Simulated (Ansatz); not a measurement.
## ZnS, one structure, two calculations

Cell: an entry of the Crystallography Open Database (COD), whose atoms a relaxation with PBE at fixed cell left in place.

```
Zn S
1.0
     3.82270    0.00000    0.00000
    -1.91135    3.31056    0.00000
     0.00000    0.00000    6.26070
Zn S
2 2
Direct
  0.33333 0.66667 0.00000
  0.66667 0.33333 0.50000
  0.33333 0.66667 0.37480
  0.66667 0.33333 0.87480
```

Atom numbers follow the list; atoms alike are taken as one site, whose name carries the number of the first.

First run. All values are calculated (Ansatz; DFT, PBE, plane waves and PAW, scalar-relativistic, 420 eV cutoff, Γ-centred 13×13×7 k-points, Fermi–Dirac smearing 0.02 eV), not measured.

```
site  atom  V_zz (10²¹ V/m²)     η
  Zn     1             0.051  0.00
   S     3              0.22  0.00
```

Second run. The same atoms and settings, except that the functional is PBEsol.

(1) Given the first result, estimate the second.

Results:

(1) 

```csv
site,atom,V_zz,η,change of V_zz
Zn,1,0.047,0.00,0.00
S,3,0.22,0.00,0.00
```

No V_zz moves by more than 0.01.
